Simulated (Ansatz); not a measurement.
Mg2Sn (Fm-3m) under several functionals

**The experiment to reproduce.**

“Control of the Thermoelectric Properties of Mg2Sn Single Crystals via Point-Defect Engineering”, 2020, pmc:7005024 reports, for a bulk crystal of Mg2Sn: lattice constant a 6.7625 ± 0.0002 Å.

Plane-wave DFT in Ansatz with scalar-relativistic PAW potentials. The same structure was relaxed (cell and atoms, symmetry kept) in separate runs at each level. No spin polarisation.

| level | cutoff (eV) | k mesh | V (Å³/atom) | a (Å) | gap (eV) | B0 (GPa) |
| --- | --- | --- | --- | --- | --- | --- |
| PBE+D3(BJ) | 420 | 12×12×12 | 25.208 | 6.713 | 0.00 | – |
| PBEsol | 420 | 12×12×12 | 25.588 | 6.746 | 0.00 | – |
| r2SCAN | 500 | 10×10×10 | 25.759 | 6.761 | 0.20 | 46 |

Q: Where does PBE (420 eV, k mesh 12×12×12) fall?

A: V (Å³/atom) 26.397, a (Å) 6.817, gap (eV) 0.00. Its volume is the largest of the set. The usual order of volumes, PBEsol < PBE, holds here (25.588, 26.397 Å³/atom). As a rule PBEsol, built on the gradient expansion of slowly varying densities, lies between LDA and PBE; PBE's stronger gradient term for exchange weakens bonds. Adding D3 to PBE changes the volume by -4.5 %; the term is attractive, so it pulls cells in. In ionic crystals its C6 for cations, set by coordination number and not by charge, is often too large, so it can pull in too far. r2SCAN lies 2.4 % under PBE in volume. Each gap belongs to its own cell, so it mixes the functional's effect with that of the volume; gaps are the least found on the k mesh or on a band path.

For PBE: Against the measured lattice constant a of Mg2Sn, 6.7625 Å (“Control of the Thermoelectric Properties of Mg2Sn Single Crystals via Point-Defect Engineering”, 2020, pmc:7005024), the calculated 6.817 Å is off by +0.8 %. 2 values of this kind are on record (6.7576 to 6.7625 Å); this one was drawn at random, those with a stated uncertainty first. The calculations are for 0 K without zero-point motion.